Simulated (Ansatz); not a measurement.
**Al3GaN4: vibrational free energy, entropy and heat capacity**

Theory: DFT PBEsol, scalar-relativistic, plane waves, PAW in Ansatz. Settings: 420 eV plane-wave cutoff, Γ-centred 6×6×6 mesh, fixed occupations. No spin polarisation. Phonons by linear response, acoustic sum rule imposed.

The cell, relaxed at this level:
```cif
data_structure
_symmetry_space_group_name_H-M 'P 1'
_symmetry_Int_Tables_number 1
_cell_length_a 4.4072
_cell_length_b 4.4072
_cell_length_c 4.4072
_cell_angle_alpha 90.000
_cell_angle_beta 90.000
_cell_angle_gamma 90.000
_cell_volume 85.60
loop_
_atom_site_label
_atom_site_type_symbol
_atom_site_fract_x
_atom_site_fract_y
_atom_site_fract_z
_atom_site_occupancy
Al1 Al 0.50000 0.50000 0.00000 1
Al2 Al 0.50000 0.00000 0.50000 1
Al3 Al 0.00000 0.50000 0.50000 1
Ga1 Ga 0.00000 0.00000 0.00000 1
N1 N 0.74471 0.74471 0.25529 1
N2 N 0.74471 0.25529 0.74471 1
N3 N 0.25529 0.74471 0.74471 1
N4 N 0.25529 0.25529 0.25529 1
```

The q mesh is coarse, so values between its points are rough.

Force constants from linear response on a 2×2×2 q mesh, interpolated to a fine mesh.

Question: What is the zero-point energy per atom?

Answer: 91.0 meV.

Question: How large are the vibrational entropy and heat capacity at 300 K?

Answer: S = 1.44 k_B and C_V = 1.92 k_B per atom, 64 % of the Dulong–Petit value.

Question: Tabulate them against temperature.

Answer:
```csv
T (K),F_vib (meV/atom),S (k_B/atom),C_V (k_B/atom)
100,90.5,0.21,0.47
200,86.3,0.79,1.30
300,76.7,1.44,1.92
400,61.6,2.05,2.29
500,41.5,2.59,2.50
600,17.2,3.06,2.64
700,-11.0,3.47,2.73
800,-42.5,3.84,2.79
900,-77.0,4.17,2.83
1000,-114.3,4.47,2.86
```

Whether Al3GaN4 exists in this form wasn't checked.

Cost: 1 run of about 14 core-minutes, on Intel Xeon Platinum 8175M (Skylake/Cascade Lake) (shared hosts).